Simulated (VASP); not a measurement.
# PbSe (Clausthalite) (Fm-3m) in VASP: notebook

The runs below take PbSe (Clausthalite) through single point, with r2SCAN+rVV10, PBE.

All numbers are computed with VASP 6.6.1; they aren't measurements. Logs are shortened: lines on timing, memory, paths and dates and some standing lists are left out, and cuts for length are marked.

**The experiment to reproduce.**

From a printed reference work, monograph, for a bulk crystal of PbSe at 4.2 K: band gap 0.15 eV (direct).

The results are compared with them further down.

## (1) The cell of the first run

It takes space group Fm-3m (No. 225, cubic). The conventional cell has a = 6.139 Å, b = 6.139 Å, c = 6.139 Å, α = 90.00°, β = 90.00°, γ = 90.00°. Within 4.0 Å of Pb (site symmetry m-3m) lie 6 Se at 3.07 Å. Within 4.0 Å of Se (site symmetry m-3m) lie 6 Pb at 3.07 Å.

## (2) Single point, r2SCAN+rVV10

POSCAR reads:

```
PbSe
1.0
    0.0000000000      3.0696893642      3.0696893642
    3.0696893642      0.0000000000      3.0696893642
    3.0696893642      3.0696893642      0.0000000000
Pb Se
1 1
Direct
    0.0000000000      0.0000000000      0.0000000000
    0.5000000000      0.5000000000      0.5000000000
```

INCAR.step1 reads:

```
ALGO = Normal
EDIFF = 1E-4
ENCUT = 520
GGA = PE
ISMEAR = -1
LASPH = T
LCHARG = F
LREAL = F
LWAVE = T
NBANDS = 17
NELM = 80
PREC = Accurate
SIGMA = 0.02
```

INCAR.step2 reads:

```
ALGO = Normal
BPARAM = 11.95
CPARAM = 0.0093
EDIFF = 1E-6
ENCUT = 520
ISIF = 2
ISMEAR = -1
ISTART = 1
IVDW_NL = 2
LASPH = T
LCHARG = F
LMIXTAU = T
LREAL = F
LUSE_VDW = T
LWAVE = F
METAGGA = R2SCAN
NBANDS = 17
NELM = 80
PREC = Accurate
SIGMA = 0.02
```

KPOINTS reads:

```
k-points
0
Gamma
  6 6 6
```

Potentials or basis: VASP PAW PBE potentials, release 64 (Pb_d, Se).

Launch:

```console
$ cat potpaw_PBE.64/Pb_d/POTCAR potpaw_PBE.64/Se/POTCAR > POTCAR
$ cp INCAR.step1 INCAR
$ mpirun -np 1 vasp_std > vasp.out
$ cp INCAR.step2 INCAR
$ mpirun -np 1 vasp_std > vasp.out
```

OUTCAR:

```text
BPARAM = 11.95
   EDIFF = 1E-6
   ENCUT = 520
   ISIF = 2
   ISMEAR = -1
   ISTART = 1
   IVDW_NL = 2
   LASPH = T
   LREAL = F
   METAGGA = R2SCAN
   NELM = 80
   PREC = Accurate

 ion  position               nearest neighbor table
   1  0.000  0.000  0.000-   2 3.07   2 3.07   2 3.07   2 3.07   2 3.07   2 3.07
   2  0.500  0.500  0.500-   1 3.07   1 3.07   1 3.07   1 3.07   1 3.07   1 3.07

  LATTYP: Found a face centered cubic cell.
 ALAT       =     6.1393787284

  Lattice vectors:

 A1 = (   0.0000000000,   3.0696893642,   3.0696893642)
 A2 = (   3.0696893642,   0.0000000000,   3.0696893642)
 A3 = (   3.0696893642,   3.0696893642,   0.0000000000)

Analysis of symmetry for initial positions (statically):
=====================================================================
 Subroutine PRICEL returns:
 Original cell was already a primitive cell.

 Routine SETGRP: Setting up the symmetry group for a
 face centered cubic supercell.

 Subroutine GETGRP returns: Found 48 space group operations
 (whereof 48 operations were pure point group operations)
 out of a pool of 48 trial point group operations.

The static configuration has the point symmetry O_h .

Analysis of symmetry for dynamics (positions and initial velocities):
=====================================================================
 Subroutine PRICEL returns:
 Original cell was already a primitive cell.

 Routine SETGRP: Setting up the symmetry group for a
 face centered cubic supercell.

 Subroutine GETGRP returns: Found 48 space group operations
 (whereof 48 operations were pure point group operations)
 out of a pool of 48 trial point group operations.

The dynamic configuration has the point symmetry O_h .

 Subroutine INISYM returns: Found 48 space group operations
 (whereof 48 operations are pure point group operations),
 and found     1 'primitive' translations

----------------------------------------------------------------------------------------

                                     Primitive cell

  volume of cell :      57.8513

  direct lattice vectors                    reciprocal lattice vectors
     0.000000000  3.069689364  3.069689364    -0.162882931  0.162882931  0.162882931
     3.069689364  0.000000000  3.069689364     0.162882931 -0.162882931  0.162882931
     3.069689364  3.069689364  0.000000000     0.162882931  0.162882931 -0.162882931

  length of vectors
     4.341196331  4.341196331  4.341196331     0.282121512  0.282121512  0.282121512

  position of ions in fractional coordinates (direct lattice)
     0.000000000  0.000000000  0.000000000
     0.500000000  0.500000000  0.500000000

  ion indices of the primitive-cell ions
   primitive index   ion index
                 1           1
                 2           2

----------------------------------------------------------------------------------------

 KPOINTS: k-points

Automatic generation of k-mesh.
 Grid dimensions read from file:
 generate k-points for:    6    6    6

 Generating k-lattice:

  Cartesian coordinates                     Fractional coordinates (reciprocal lattice)
    -0.027147155  0.027147155  0.027147155     0.166666667  0.000000000  0.000000000
     0.027147155 -0.027147155  0.027147155     0.000000000  0.166666667  0.000000000
     0.027147155  0.027147155 -0.027147155     0.000000000  0.000000000  0.166666667

  Length of vectors
     0.047020252  0.047020252  0.047020252

  Shift w.r.t. Gamma in fractional coordinates (k-lattice)
     0.000000000  0.000000000  0.000000000

 Subroutine IBZKPT returns following result:
 ===========================================

 Found     16 irreducible k-points:

 Following reciprocal coordinates:
            Coordinates               Weight
  0.000000  0.000000  0.000000      1.000000
  0.166667  0.000000  0.000000      8.000000
  0.333333  0.000000  0.000000      8.000000
  0.500000  0.000000  0.000000      4.000000
  0.166667  0.166667  0.000000      6.000000
  0.333333  0.166667  0.000000     24.000000
[... 8 lines left out ...]
 -0.333333  0.333333  0.166667     24.000000
 -0.333333  0.500000  0.166667     12.000000
   k-points           NKPTS =     16   k-points in BZ     NKDIM =     16   number of bands    NBANDS=     17
   number of dos      NEDOS =    301   number of ions     NIONS =      2
   total plane-waves  NPLWV =  32768
   dimension x,y,z NGX =    32 NGY =   32 NGZ =   32
   dimension x,y,z NGXF=    64 NGYF=   64 NGZF=   64
   ions per type =               1   1
   NGX,Y,Z   is equivalent  to a cutoff of  12.25, 12.25, 12.25 a.u.
   NGXF,Y,Z  is equivalent  to a cutoff of  24.51, 24.51, 24.51 a.u.
 SYSTEM =  unknown system
   PREC   = accura    normal or accurate (medium, high low for compatibility)
   ISTART =      1    job   : 0-new  1-cont  2-samecut
   ICHARG =      0    charge: 1-file 2-atom 10-const
   ISPIN  =      1    spin polarized calculation?
   LNONCOLLINEAR =      F non collinear calculations
   LSORBIT =      F    spin-orbit coupling
   LASPH  =      T    aspherical Exc in radial PAW
   ENCUT  =  520.0 eV  38.22 Ry    6.18 a.u.   8.07  8.07  8.07*2*pi/ulx,y,z
   NELM   =     80;   NELMIN=  2; NELMDL=  0     # of ELM steps
   EDIFF  = 0.1E-05   stopping-criterion for ELM
   LREAL  =      F    real-space projection
   EDIFFG = 0.1E-04   stopping-criterion for IOM
   NSW    =      0    number of steps for IOM
   IBRION =     -1    ionic relax: 0-MD 1-quasi-New 2-CG
   NFREE  =      0    steps in history (QN), initial steepest desc. (CG)
   ISIF   =      2    stress and relaxation
   ISYM   =      2    0-nonsym 1-usesym 2-fastsym
   POTIM  = 0.5000    time-step for ionic-motion
   TEBEG  =    0.0;   TEEND  =   0.0 temperature during run
   PSTRESS=    0.0 pullay stress
   NELECT =      20.0000    total number of electrons
   NUPDOWN=      -1.0000    fix difference up-down
   EMIN   =  10.00;   EMAX   =-10.00  energy-range for DOS
   EFERMI =   0.00;   METHOD = LEGACY
   ISMEAR =    -1;   SIGMA  =   0.02  broadening in eV -4-tet -1-fermi 0-gaus
   EFERMI_NEDOS =   21; number of points for ismear=-14 and -15
   IALGO  =     38    algorithm
   IMIX   =      4    mixing-type and parameters
     AMIX     =   0.40;   BMIX     =  1.00
     AMIX_MAG =   1.60;   BMIX_MAG =  1.00
  volume/ion in A,a.u.               =      28.93       195.20
  Fermi-wavevector in a.u.,A,eV,Ry     =   1.148983  2.171264 17.961904  1.320163
  Thomas-Fermi vector in A             =   2.285655
   LORBIT       =      0    0 simple, 1 ext, 2 COOP (PROOUT), +10 PAW based schemes
   METAGGA = R2SCAN    functional components
   LHFCALC =     F    Hartree Fock is set to
   AEXX    =    0.0000 exact exchange contribution
   IVDW_NL    =     2    kernel type
   BPARAM     =11.9500
   IVDW    =     0    specifies the selected vdW correction
   LEPSILON=     F    determine dielectric tensor
   LRPA    =     F    only Hartree local field effects (RPA)
 non-spin polarized calculation
  energy-cutoff  :      520.00
  volume of cell :       57.85
 maximum number of plane-waves:      1588
   NGX = 17   NGY = 17   NGZ = 17

 number of electron      19.9999997 magnetization

 Free energy of the ion-electron system (eV)
  ---------------------------------------------------
  ext. energy  EPLUGINS =         0.00000000
  ---------------------------------------------------
  free energy    TOTEN  =       -71.41590595 eV

  energy without entropy =      -71.41590593  energy(sigma->0) =      -71.41590594

 E-fermi :   5.0719     XC(G=0): -10.0768

 val. band max:        4.7870693377   @ k =   0.5000   0.0000   0.0000
 cond. band min:       5.3566872917   @ k =   0.5000   0.0000   0.0000
 fundamental gap:      0.5696179539
 Fermi energy:         5.0718853042

 k-point     1 :       0.0000    0.0000    0.0000
  band No.  band energies     occupation
      1     -12.6265      2.00000
      2     -12.6265      2.00000
      3     -12.6264      2.00000
      4     -12.6237      2.00000
      5     -12.6237      2.00000
      6      -9.2876      2.00000
[... 9 lines left out ...]
     16      11.7258      0.00000
     17      13.3475      0.00000

 k-point     2 :       0.1667    0.0000    0.0000
  band No.  band energies     occupation
      1     -12.6307      2.00000
      2     -12.6307      2.00000
      3     -12.6256      2.00000
      4     -12.6180      2.00000
      5     -12.6180      2.00000
      6      -9.0760      2.00000
[... 9 lines left out ...]
     16      12.3207      0.00000
     17      15.1443      0.00000

 k-point     3 :       0.3333    0.0000    0.0000
  band No.  band energies     occupation
      1     -12.6435      2.00000
      2     -12.6435      2.00000
      3     -12.6242      2.00000
      4     -12.6020      2.00000
      5     -12.6020      2.00000
      6      -8.5531      2.00000
[... 9 lines left out ...]
     16      13.8209      0.00000
     17      17.1037      0.00000

 k-point     4 :       0.5000    0.0000    0.0000
  band No.  band energies     occupation
      1     -12.6499      2.00000
      2     -12.6499      2.00000
      3     -12.6236      2.00000
      4     -12.5940      2.00000
      5     -12.5940      2.00000
      6      -8.2050      2.00000
[... 9 lines left out ...]
     16      15.4574      0.00000
     17      15.4574      0.00000

 k-point     5 :       0.1667    0.1667    0.0000
  band No.  band energies     occupation
      1     -12.6444      2.00000
      2     -12.6308      2.00000
      3     -12.6191      2.00000
      4     -12.6162      2.00000
      5     -12.6162      2.00000
      6      -8.9997      2.00000
[... 9 lines left out ...]
     16      13.3820      0.00000
     17      14.2094      0.00000

 k-point     6 :       0.3333    0.1667    0.0000
  band No.  band energies     occupation
      1     -12.6671      2.00000
      2     -12.6297      2.00000
      3     -12.6264      2.00000
      4     -12.6068      2.00000
      5     -12.5996      2.00000
      6      -8.5663      2.00000
[... 9 lines left out ...]
     16      14.7505      0.00000
     17      16.1545      0.00000

 k-point     7 :       0.5000    0.1667    0.0000
  band No.  band energies     occupation
      1     -12.6747      2.00000
      2     -12.6379      2.00000
      3     -12.6214      2.00000
      4     -12.6025      2.00000
      5     -12.5922      2.00000
      6      -8.1167      2.00000
[... 9 lines left out ...]
     16      15.7127      0.00000
     17      16.0610      0.00000

 k-point     8 :      -0.3333    0.1667    0.0000
  band No.  band energies     occupation
      1     -12.6611      2.00000
      2     -12.6427      2.00000
      3     -12.6188      2.00000
      4     -12.6020      2.00000
      5     -12.6009      2.00000
      6      -8.2382      2.00000
[... 9 lines left out ...]
     16      14.9675      0.00000
     17      16.4257      0.00000

 k-point     9 :      -0.1667    0.1667    0.0000
  band No.  band energies     occupation
      1     -12.6395      2.00000
      2     -12.6380      2.00000
      3     -12.6240      2.00000
      4     -12.6149      2.00000
      5     -12.6063      2.00000
      6      -8.7502      2.00000
[... 9 lines left out ...]
     16      14.1990      0.00000
     17      14.8551      0.00000

 k-point    10 :       0.3333    0.3333    0.0000
  band No.  band energies     occupation
      1     -12.7141      2.00000
      2     -12.6396      2.00000
      3     -12.6098      2.00000
      4     -12.5945      2.00000
      5     -12.5945      2.00000
      6      -8.2738      2.00000
[... 9 lines left out ...]
     16      15.5785      0.00000
     17      16.5111      0.00000

 k-point    11 :       0.5000    0.3333    0.0000
  band No.  band energies     occupation
      1     -12.7314      2.00000
      2     -12.6356      2.00000
      3     -12.6150      2.00000
      4     -12.5914      2.00000
      5     -12.5873      2.00000
      6      -7.9234      2.00000
[... 9 lines left out ...]
     16      16.5592      0.00000
     17      17.2640      0.00000

 k-point    12 :      -0.3333    0.3333    0.0000
  band No.  band energies     occupation
      1     -12.7042      2.00000
      2     -12.6289      2.00000
      3     -12.6194      2.00000
      4     -12.6025      2.00000
      5     -12.5932      2.00000
      6      -7.8994      2.00000
[... 9 lines left out ...]
     16      14.6940      0.00000
     17      16.9248      0.00000

 k-point    13 :       0.5000    0.5000    0.0000
  band No.  band energies     occupation
      1     -12.7603      2.00000
      2     -12.6439      2.00000
      3     -12.6052      2.00000
      4     -12.5831      2.00000
      5     -12.5831      2.00000
      6      -7.8165      2.00000
[... 9 lines left out ...]
     16      17.1067      0.00000
     17      17.9476      0.00000

 k-point    14 :       0.5000    0.3333    0.1667
  band No.  band energies     occupation
      1     -12.6935      2.00000
      2     -12.6278      2.00000
      3     -12.6268      2.00000
      4     -12.5993      2.00000
      5     -12.5949      2.00000
      6      -8.1465      2.00000
[... 9 lines left out ...]
     16      15.5484      0.00000
     17      15.9614      0.00000

 k-point    15 :      -0.3333    0.3333    0.1667
  band No.  band energies     occupation
      1     -12.7033      2.00000
      2     -12.6316      2.00000
      3     -12.6140      2.00000
      4     -12.6108      2.00000
      5     -12.5885      2.00000
      6      -7.8992      2.00000
[... 9 lines left out ...]
     16      16.6993      0.00000
     17      16.8571      0.00000

 k-point    16 :      -0.3333    0.5000    0.1667
  band No.  band energies     occupation
      1     -12.7330      2.00000
      2     -12.6294      2.00000
      3     -12.6190      2.00000
      4     -12.5990      2.00000
      5     -12.5831      2.00000
      6      -7.7968      2.00000
[... 9 lines left out ...]
     16      17.0568      0.00000
     17      17.9631      0.00000

------------------------ aborting loop because EDIFF is reached ----------------------------------------

  FORCE on cell =-STRESS in cart. coord.  units (eV):
  Direction    XX          YY          ZZ          XY          YZ          ZX
  --------------------------------------------------------------------------------------
  -------------------------------------------------------------------------------------
  Total        0.0702051      0.0702051      0.0702051      0.0000000     -0.0000000      0.0000000
  in kB        1.9443120      1.9443120      1.9443120      0.0000000     -0.0000000      0.0000000
  external PRESSURE =       1.9443120 kB  Pullay stress =       0.0000000 kB

 VOLUME and BASIS-vectors are now :
 -----------------------------------------------------------------------------
  energy-cutoff  :      520.00
  volume of cell :       57.85
      direct lattice vectors                 reciprocal lattice vectors
     0.000000000  3.069689364  3.069689364    -0.162882931  0.162882931  0.162882931
     3.069689364  0.000000000  3.069689364     0.162882931 -0.162882931  0.162882931
     3.069689364  3.069689364  0.000000000     0.162882931  0.162882931 -0.162882931

 POSITION                                       TOTAL-FORCE (eV/Angst)
 -----------------------------------------------------------------------------------
      0.00000      0.00000      0.00000         0.000000     -0.000000      0.000000
      3.06969      3.06969      3.06969        -0.000000      0.000000     -0.000000
 -----------------------------------------------------------------------------------
    total drift:                                0.000000     -0.000000     -0.000000

  FREE ENERGIE OF THE ION-ELECTRON SYSTEM (eV)
  ---------------------------------------------------
  free  energy   TOTEN  =       -71.4159059486 eV

  energy  without entropy=      -71.4159059339  energy(sigma->0) =      -71.41590594
```

Wall time 43 s (1 thread of AMD EPYC 9R45 (Zen 5), shared host); peak memory 0.29 GiB.

Results:

* Free energy: -71.4159 eV
* Pressure: 0.2 GPa
* Band gap on the k mesh: 0.57 eV, direct

Caveat: the PAW data sets were made with another functional, which shifts forces and pressure a little; spin-orbit coupling is left out, which moves the levels of the heavy elements.

## (3) Single point, PBE

INCAR reads:

```
SYSTEM = PbSe
PREC = Accurate
ENCUT = 520
EDIFF = 1E-6
ISMEAR = -1
SIGMA = 0.02
LREAL = .False.
LASPH = .True.
NELM = 80
ALGO = Normal
ISIF = 2
LWAVE = .False.
LCHARG = .False.
GGA = PE
NBANDS = 17
```

KPOINTS reads:

```
regular mesh
0
Gamma
  8 8 8
  0 0 0
```

POSCAR is that of step 2.

Potentials or basis: VASP PAW PBE potentials, release 64 (Pb_d, Se).

Launch:

```console
$ cat potpaw_PBE.64/Pb_d/POTCAR potpaw_PBE.64/Se/POTCAR > POTCAR
$ mpirun -np 1 vasp_std > vasp.out
```

Wall time 13 s (1 thread of AMD EPYC 9R45 (Zen 5), shared host); peak memory 0.15 GiB.

The run converged. Its results:

```yaml
Free_energy: -8.1854 eV
Pressure: 1.9 GPa
Band_gap_on_the_k_mesh: 0.32 eV, direct
```

Levels at points of the mesh, in eV from the valence-band top:
| k point | band 6 | band 7 | band 8 | band 9 | band 10 | band 11 | band 12 | band 13 | band 14 | band 15 |
| --- | --- | --- | --- | --- | --- | --- | --- | --- | --- | --- |
| (0.00, 0.00, 0.00) | -13.51 | -6.31 | -1.83 | -1.83 | -1.83 | 4.70 | 4.70 | 4.70 | 6.54 | 6.54 |
| (0.50, 0.00, 0.00) | -12.47 | -8.75 | -1.43 | -1.43 | 0.00 | 0.32 | 1.72 | 1.72 | 8.55 | 10.16 |
| (0.50, 0.50, 0.00) | -12.11 | -7.36 | -4.90 | -3.17 | -3.17 | 3.74 | 5.58 | 5.58 | 6.02 | 11.28 |

Caveat: spin-orbit coupling is left out, which moves the levels of the heavy elements.

## (4) Against experiment

Step 2. A measured gap of PbSe is 0.15 eV (direct; 4.2 K; a printed reference work, monograph); the calculated 0.57 eV misses it by +0.42 eV. 2 values of this kind are on record (0.15 to 0.28 eV); this one was drawn at random. Spin-orbit coupling on Pb, Se is left out. The value is that of r2SCAN+rVV10 on a finite k mesh, which can miss the band edges, without temperature or zero-point motion.

Step 3. A measured gap of PbSe is 0.15 eV (direct; 4.2 K; a printed reference work, monograph); the calculated 0.32 eV misses it by +0.17 eV. 2 values of this kind are on record (0.15 to 0.28 eV); this one was drawn at random. Spin-orbit coupling on Pb, Se is left out. The value is that of PBE on a finite k mesh, which can miss the band edges, without temperature or zero-point motion.
